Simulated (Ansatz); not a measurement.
MoS2:

```
Mo S
1.0
     1.58000    0.91221    6.15000
    -1.58000    0.91221    6.15000
     0.00000   -1.82443    6.15000
Mo S
1 2
Direct
  0.00000 0.00000 0.00000
  0.41700 0.41700 0.41700
  0.25000 0.25000 0.25000
```

Measurements of this composition are mostly on another form, of space group No. 194.

- Program: Ansatz 0.2.0
- Task: relaxation of cell and atoms
- Functional: HSE06
- Potentials or basis: Ansatz PAW
- Cutoff: 420 eV (not typed: the program's choice for these potentials)
- k mesh: 6 × 6 × 6
- Occupations: fermi-dirac, width 0.05 eV
- Spin: no spin polarisation

At the start: volume 17.73 Å³/atom.

Task: Where does the relaxation end?

Result: It ends after 13 steps and the volume is 20.74 Å³/atom (+17.0 %); space group R3m (No. 160, to 0.05 Å).

Step by step:
| step | energy change (eV) | largest force (eV/Å) | volume (Å³) |
| --- | --- | --- | --- |
| 1 | 0.0000 | 0.0940 | 53.18 |
| 2 | -0.0260 | 0.1242 | 55.59 |
| 3 | -0.0326 | 0.0765 | 56.85 |
| 4 | -0.0363 | 0.0279 | 58.85 |
| 5 | -0.0366 | 0.0361 | 59.15 |
| 6 | -0.0366 | 0.0031 | 59.29 |
| 7 | -0.0390 | 0.0037 | 59.29 |
| 8 | -0.0395 | 0.0035 | 59.96 |
| 9 | -0.0399 | 0.0240 | 61.31 |
| 10 | -0.0400 | 0.0009 | 61.60 |
| 11 | -0.0399 | 0.0037 | 62.13 |
| 12 | -0.0399 | 0.0006 | 62.23 |
| 13 | -0.0403 | 0.0005 | 62.23 |

Final structure:
```
Mo S
1.0
     1.57522    0.90945    7.23947
    -1.57522    0.90945    7.23947
     0.00000   -1.81890    7.23947
Mo S
1 2
Direct
  0.00011 0.00011 0.00011
  0.40471 0.40471 0.40471
  0.26218 0.26218 0.26218
```

Caveat: the volume moved by over 15 % at a fixed basis, so the end points are rough; the plane-wave basis is chosen anew once the cell has moved, so the energies of steps on either side of that aren't comparable; the PAW data sets come from PBE, with cores solved anew for the run's functional, which leaves a small shift of forces and pressure.
